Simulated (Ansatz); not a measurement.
# Al2Au in Ansatz: convergence with k mesh

The system is Al2Au.

```
Au Al
1.0
     0.00000    3.00000    3.00000
     3.00000    0.00000    3.00000
     3.00000    3.00000    0.00000
Au Al
1 2
Direct
  0.99065 0.99085 0.01134
  0.73103 0.75675 0.76314
  0.24172 0.25162 0.25995
```

The cell isn't the ideal one: atoms moved at random, drawn with an rms of 0.05 Å.

```yaml
Program: Ansatz 0.2.0
Task: convergence study
Functional: PBE
Potentials_or_basis: Ansatz PAW
Cutoff: "420 eV (not typed: the program's choice for these potentials)"
k_mesh: 3 × 3 × 3
Occupations: cold, width 0.05 eV
Spin: no spin polarisation
```

These are the settings of the first run; the series varies k mesh, with any setting tied to it.

Hardware: 2 threads of Arm Neoverse V2, on a shared host.

Question: The values tried are 3 × 3 × 3, 4 × 4 × 4, 5 × 5 × 5, 6 × 6 × 6, 7 × 7 × 7, 9 × 9 × 9, 11 × 11 × 11, 13 × 13 × 13, loosest first. From which on does the pressure stay within 0.1 GPa of the tightest run that finished?

Answer: From 5 × 5 × 5 on.

```csv
k mesh,"energy less the tightest run, at zero smearing (meV/atom)",pressure (GPa),largest force (eV/Å),SCF cycles,CPU time (s),peak memory (GiB)
3 × 3 × 3,85.96,1.69,0.449,8,1.4,0.28
4 × 4 × 4,1.26,2.71,0.424,5,2.2,0.32
5 × 5 × 5,-9.95,3.41,0.406,6,4.2,0.35
6 × 6 × 6,0.96,3.54,0.407,6,7,0.39
7 × 7 × 7,2.48,3.53,0.420,6,11,0.43
9 × 9 × 9,2.58,3.50,0.412,6,23,0.59
11 × 11 × 11,2.20,3.55,0.409,6,42,0.83
13 × 13 × 13,0.00,3.51,0.411,6,71,1.2
```

Against the tightest run, the largest force stays within 0.005 eV/Å from 9 × 9 × 9 on. Not settled before the last step: the energy (to 1 meV/atom). Meshes of other sizes hit other points, so gaps and Fermi surfaces needn't settle smoothly. The tightest run that finished is the yardstick and may itself not be fully converged.

The run has no spin-orbit coupling, so splittings on Au are missing.
